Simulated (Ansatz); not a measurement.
An Ansatz input:

```yaml
crystal:
  lattice:
    - [-3.9940760075, 3.9658417229, 1.6348853721]
    - [3.9658417229, -3.9940760075, 1.6348853721]
    - [2.2043466977, 2.2043466977, -1.6865965159]
  atoms:
    - { symbol: In, position: [0.9991831451, 0.0008168549, 1.0] }
    - { symbol: In, position: [0.7508168549, 0.2491831451, 0.5] }
hamiltonian:
  xc: revpbe
  pseudopotentials:
    kind: paw
    azcp:
      In: "pseudopotentials/In.paw.azcp"
basis:
  ecutwfc: 420
  fft_grid_basis: typed
kpoints:
  mp_grid: { grid: [19, 19, 17], shift: [0, 0, 0] }
magnetization:
  spin_polarized: false
scf:
  occupations: { method: fermi_dirac, width: 0.1 }
output:
  write_density: true
  write_potential: true
  elf: true
  volumetric_format: npy
```

Output

```
Engine: ansatz 0.2.0, aarch64-unknown-linux-gnu
Pseudopotentials: kind: paw
Pseudopotential: In, paw, valence charge 13, recommended cutoff 420 eV (normal) 
Functional definition: revPBE
  parameter kappa = 1.245
  parameter beta = 0.06672455060314922
  exchange = pbe_x(kappa = kappa, mu = beta*pi^2/3)
  correlation = pbe_c(beta = beta)
Crystal: 2 atoms, lattice volume = 56.994 Å³
Basis set: ecut = 420 eV, 1117 PW (Γ)
Bands: 17, of which v1, the nominal top of the filled ones, is band 13 counted from 1 (12 counted from 0)
Symmetry: 4 space group operations
Space group: C2/c (ITA 15), of the structure as read, at distance tolerance 3.8e-5 Å
k-points: 1620 of 6137
Non-local potential: In, projectors of the file, l = 0: 2, l = 1: 2, l = 2: 2, l = 3: 2
PAW form: soft (Blöchl's): semilocal exchange-correlation on the pseudo side does not see the compensation charge
PAW frozen core: In, regenerated for the run's functional, and the local potential with it (the file was generated under x = pbe(κ = 0.804, μ = 0.2195149727645171), c = pbe(β = 0.06672455060314922))
PAW one-centre angular grid: In, 590 points (default); XC on 64 Gauss nodes
Initial density: superposition of atomic densities (neutral atoms: chi_scale 0, normalization atom), corrected by the library's trained network
Initial wavefunctions: pseudopotential atomic-orbital guess
Functional: x = revpbe(κ = 1.245, μ = 0.2195149727645171), c = pbe(β = 0.06672455060314922)
SCF iter   1: F=—  HF=-11207.686185 eV  |F-HF|=—  |Δ(HF+E_count)|=         —  Δρ=2.89e-3  dr2=2.39e-3  ethr=1.77e-3  ⟨swp⟩=5.5  Hψ=133659  notcnv=0
SCF iter   2: F=—  HF=-11207.684549 eV  |F-HF|=—  |Δ(HF+E_count)|=   1.64e-3  Δρ=1.00e-3  dr2=3.06e-4  ethr=9.20e-6  ⟨swp⟩=2.0  Hψ=56957  notcnv=0
SCF iter   3: F=—  HF=-11207.684611 eV  |F-HF|=—  |Δ(HF+E_count)|=   6.27e-5  Δρ=4.36e-4  dr2=6.52e-5  ethr=1.18e-6  ⟨swp⟩=1.0  Hψ=27520  notcnv=0
SCF iter   4: F=—  HF=-11207.684634 eV  |F-HF|=—  |Δ(HF+E_count)|=   2.26e-5  Δρ=7.26e-5  dr2=3.89e-6  ethr=2.51e-7  ⟨swp⟩=2.0  Hψ=33342  notcnv=0
SCF iter   5: F=—  HF=-11207.684635 eV  |F-HF|=—  |Δ(HF+E_count)|=   1.14e-6  Δρ=1.48e-5  dr2=1.23e-7  ethr=1.49e-8  ⟨swp⟩=3.0  Hψ=49683  notcnv=0
SCF iter   6: F=-11207.684635 eV  HF=-11207.684635 eV  |F-HF|=6.29e-10  |Δ(HF+E_count)|=   5.93e-9  Δρ=2.53e-6  dr2=3.48e-9  ethr=3.85e-10  ⟨swp⟩=2.2  Hψ=59062  notcnv=0
SCF 1 converged in 6 iterations: F = -11207.684635 eV  dr2 = 3.48e-9
SCF converged after 6 iterations
Free energy (F): -11207.684635 eV
Harris-Foulkes:  -11207.684635 eV  (|F-HF|=6.29e-10)
Internal energy: -11207.651336 eV  (E = F + TS)
E sigma→0 (E₀):  -11207.667986 eV
Entropy (-TS):   -0.033299 eV (-16.649 meV/atom)
Fermi energy:    9.174875 eV
--- Per-component energies (eV) ---
  E_band       = -73.243684
  E_kinetic    = 480.849434
  E_local      = -2258.542883  (includes V_loc(G=0)·N_el)
  E_nonlocal   = 731.677077
  E_hartree    = 884.300183
  E_xc         = -431.774758
  E_vxc        = -198.054790  (∫ρ·V_xc dr)
  E_paw        = -8315.893913  (= ΣΔE_a)
  E_vpaw       = -597.772277  (= ΣTr[D̂ρ^β])
  E_aug_tail   = 0.000052  (compensation charges beyond the density's cutoff)
  E_ewald      = -2298.363172
  E_core_change = 0.096644  (= ΣΔE_core)
  E_smearing   = -0.033299  (= −TS)
  E_closure    = -0.000000  (closes the sum)
  Σ components = -11207.684635   (vs F -11207.684635, Δ=0.00e0)
--- Band table (eV; the first three rows and the last of 1620) ---
  k-point 0: bands = ["-5.5104", "-5.4765", "-5.4383", "-5.3903", "-5.3727", "-5.3206", "-5.3196", "-5.2306", "-5.2221", "-5.1444", "0.2243", "4.8586", "6.1460", "15.7045", "18.8195", "18.8318", "18.8852"]
  k-point 1: bands = ["-5.5117", "-5.4740", "-5.4375", "-5.3924", "-5.3681", "-5.3152", "-5.3151", "-5.2299", "-5.2218", "-5.1513", "0.2823", "4.9069", "6.2134", "14.9324", "18.4289", "18.5557", "18.9026"]
  k-point 2: bands = ["-5.5158", "-5.4739", "-5.4284", "-5.3982", "-5.3551", "-5.3021", "-5.2997", "-5.2279", "-5.2209", "-5.1710", "0.4565", "5.0516", "6.4143", "13.4830", "17.5727", "17.7284", "18.0821"]
  k-point 1619: bands = ["-5.5636", "-5.5626", "-5.4798", "-5.4792", "-5.2474", "-5.2459", "-5.1662", "-5.1622", "-5.1341", "-5.1307", "5.0265", "5.2175", "6.5000", "6.6902", "14.5848", "14.7953", "15.3986"]
```
